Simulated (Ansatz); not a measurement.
Pressure against volume: ZnCu

```yaml
crystal:
  lattice:
    - [2.94500, 0.00000, 0.00000]
    - [0.00000, 2.94500, 0.00000]
    - [0.00000, 0.00000, 2.94500]
  atoms:
    - { symbol: Zn, position: [0.50000, 0.50000, 0.50000] }
    - { symbol: Cu, position: [0.00000, 0.00000, 0.00000] }
```

The cell is COD entry 9008814, as deposited and not checked against the literature; nothing was relaxed.

Methods: DFT, PBE, all-electron LAPW, scalar-relativistic (Ansatz 0.2.0); DFT, PBE, PAW with Ansatz's default frozen-core files, scalar-relativistic (Ansatz 0.2.0).

For LAPW: a Γ-centred 14×14×14 k mesh, Fermi–Dirac smearing of 0.05 eV, basis error target 0.5 meV/atom, no spin polarisation. PAW takes a cutoff of 420 eV at this cell. The Ansatz runs share mesh, smearing and spin set-up. Plane-wave (PAW) pressures include the program's estimate of the Pulay term.

The cell above is scaled evenly, with fractional coordinates and shape held.

| V/V(cell) | V (Å³/atom) | P, LAPW (GPa) | P, PAW (GPa) |
| --- | --- | --- | --- |
| 0.9405 | 12.011 | 11.25 | 11.26 |
| 0.9800 | 12.516 | 4.92 | 4.94 |
| 1.0000 | 12.771 | 2.24 | 2.26 |
| 1.0200 | 13.026 | -0.14 | -0.13 |
| 1.0600 | 13.537 | -4.14 | -4.13 |

**Question.** What do Birch–Murnaghan fits to the pressures give?

**Answer.** LAPW: V0 = 13.01 Å³/atom, B0 = 115 GPa, B0′ = 5.0; PAW: V0 = 13.01 Å³/atom, B0 = 115 GPa, B0′ = 5.0.

PAW's V0 lies 0.02 % from the all-electron value and its B0 0.0 %. Symmetry fixes shape and coordinates here, so this is the relaxed modulus.
